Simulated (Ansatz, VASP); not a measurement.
# One calculation of W, two programs

INCAR

```
PREC = Accurate ; ENCUT = 600
EDIFF = 1E-6 ; ISMEAR = -1
SIGMA = 0.05 ; LREAL = False
LASPH = True ; NELM = 60
ALGO = Normal ; ISIF = 3
LWAVE = False ; LCHARG = False
GGA = PE ; IVDW = 12
IBRION = 2 ; NSW = 80
EDIFFG = -0.02
```

Contents of KPOINTS:

```
regular mesh
0
Gamma
  12 12 12
```

File POSCAR:

```
W
1.0
   -1.5823450000      1.5823450000      1.5823450000
    1.5823450000     -1.5823450000      1.5823450000
    1.5823450000      1.5823450000     -1.5823450000
W
1
Direct
    0.0000000000      0.0000000000      0.0000000000
```

The input input.yaml:

```yaml
crystal:
  lattice:
    - [-1.582345, 1.582345, 1.582345]
    - [1.582345, -1.582345, 1.582345]
    - [1.582345, 1.582345, -1.582345]
  atoms:
    - { symbol: W, position: [0.0, 0.0, 0.0] }
kpoints:
  mp_grid: { grid: [12, 12, 12] }
scf:
  occupations: { method: fermi_dirac, width: 0.05 }
hamiltonian:
  xc: pbe
  dispersion: d3bj
  pseudopotentials: { kind: all_electron, lapw: { basis_error: 0.001 } }
output:
  forces: true
  stress: true
relax:
  f_tol: 0.02
  max_steps: 60
  cell: {}
```

Alike in both runs: task relaxation of cell and atoms; functional PBE; dispersion D3(BJ); k mesh 12 × 12 × 12; occupations fermi-dirac, width 0.05 eV; no spin polarisation.

|  | VASP | Ansatz |
| --- | --- | --- |
| version | VASP 6.6.1 | Ansatz 0.2.0 |
| potentials or method | VASP PAW PBE potentials, release 64 (W_sv) | all-electron LAPW, scalar-relativistic |
| plane-wave cutoff (eV) | 600 | see its input |

Ansatz gave:

| Item | Value |
| --- | --- |
| relaxed volume (Å³/atom) | 15.78 |
| relaxed cell length with the largest relative difference (Å) | 2.737 |

Which values does VASP return?

Relaxed volume (Å³/atom): 15.81; relaxed cell length with the largest relative difference (Å): 2.738.

Ansatz ran all-electron here, so the differences hold the error of VASP's frozen core and of both bases.

Caveats: pairwise dispersion overbinds metals, which lowers pressure and volume (VASP). Spin-orbit coupling is left out, which matters for the levels of W.
